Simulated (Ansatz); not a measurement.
## Relaxing a trial structure of CHF3

The starting geometry of this gas-phase triplet was optimised with GFN2-xTB as a singlet; its bonds are those of `FC(F)F`.

```yaml
atoms:
  - { symbol: C, position_ang: [-0.8991, -0.5680, 2.0168] }
  - { symbol: F, position_ang: [-1.6984, 0.0815, 1.1786] }
  - { symbol: F, position_ang: [0.3488, -0.4566, 1.5773] }
  - { symbol: F, position_ang: [-0.9779, 0.0146, 3.2074] }
  - { symbol: H, position_ang: [-1.1914, -1.6303, 2.0859] }
```

**Question.** Where would you expect an optimisation with PBE-D3(BJ)/def2-SVP to take it?

**Answer.** It falls apart into CF3 + H. Contacts that open: C1–H5 (1.10 → 3.96 Å).

The energy falls by 5.87 eV over 18 steps:

```
step  E − E(last) (eV)
   1             5.867
   3             1.836
   5             0.748
   7             0.208
   9             0.042
  10             0.016
  12             0.003
  14             0.000
  16             0.000
  18             0.000
```

Final geometry (Å):

```yaml
atoms:
  - { symbol: C, position_ang: [-0.7519, 0.0219, 1.9742] }
  - { symbol: F, position_ang: [-1.5658, 0.6413, 1.1264] }
  - { symbol: F, position_ang: [0.5023, 0.0341, 1.5361] }
  - { symbol: F, position_ang: [-0.8422, 0.5379, 3.1951] }
  - { symbol: H, position_ang: [-1.7604, -3.7941, 2.2341] }
```

No frequencies were run, so the end isn't proven a minimum. Open shells are spin-unrestricted. The triplet needn't be the ground state. Run with Ansatz 0.2.0, 34 s on 1 thread of Arm Neoverse V2, on a shared host.
